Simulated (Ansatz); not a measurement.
Reaction (formal exchange of groups at a C–C bond): `C=C(CC)CC` + `[SiH3][SiH2]Cl` → `CC[SiH]([SiH3])Cl` + `C=CCC`

Computed with Ansatz on PBE0-D4/def2-TZVP structures; ΔE is electronic, products minus reactants. CCSD(T)/CBS is the MP2 limit (def2-TZVPP, def2-QZVPP) plus CCSD(T) − MP2 in def2-TZVPP, frozen cores. Functionals use def2-TZVPP. One conformer a species, not always the lowest.

Q: Is it downhill or uphill in electronic energy at CCSD(T)/CBS, and by how much? (An estimate is asked.)

A: The calculation gave: Downhill: ΔE = -0.30 eV.

Q: What do these levels give: r2SCAN-D4, B2PLYP, CCSD/def2-TZVPP, HF/def2-QZVPP, MP2/def2-QZVPP, HF/CBS(def2)? (Estimate.)

A: Ansatz gave: r2SCAN-D4 -0.32, B2PLYP -0.32, CCSD/def2-TZVPP -0.29, HF/def2-QZVPP -0.30, MP2/def2-QZVPP -0.29, HF/CBS(def2) -0.30 eV.

Largest T1 diagnostic among the species: 0.011.
